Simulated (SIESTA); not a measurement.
The system is C.

```xyz
8
Lattice="2.5221 0.0000 0.0000 -1.2611 2.1842 0.0000 0.0000 0.0000 8.2371" Properties=species:S:1:pos:R:3 pbc="T T T"
C     1.2611    0.7281    6.9501
C     0.0000    1.4561    2.8315
C     1.2611    0.7281    5.4056
C     0.0000    1.4561    1.2870
C     0.0000    0.0000    7.4649
C     0.0000    0.0000    3.3463
C     0.0000    0.0000    4.8908
C     0.0000    0.0000    0.7722
```

This is a hexagonal form of diamond, not graphite.

Base run:

```yaml
Program: SIESTA 5.4.2
Functional: PBE
Potentials_or_basis: PseudoDojo 0.4 standard (PBE files)
Basis: DZP (energy shift 0.003 Ry)
Grid_cutoff: 500 Ry
Energy_shift: 0.003 Ry
k_mesh: 12 × 12 × 4
Occupations: fermi-dirac, width 0.05 eV
Spin: no spin polarisation
```

Its results: band gap on the k mesh 4.56 eV, indirect (least direct gap 5.28 eV); pressure 10.8 GPa; largest force 0.331 eV/Å.

Q: The run is repeated on the same cell with these changes: functional from PBE to LDA; potentials or basis from PseudoDojo 0.4 standard (PBE files) to PseudoDojo 0.4 standard (LDA files). What comes out?

A: Band gap on the k mesh 4.51 eV, indirect (least direct gap 5.22 eV); pressure -2.5 GPa; largest force 0.337 eV/Å.

Caveats: the basis of atomic orbitals isn't converged, which shifts pressures, moduli and gaps.
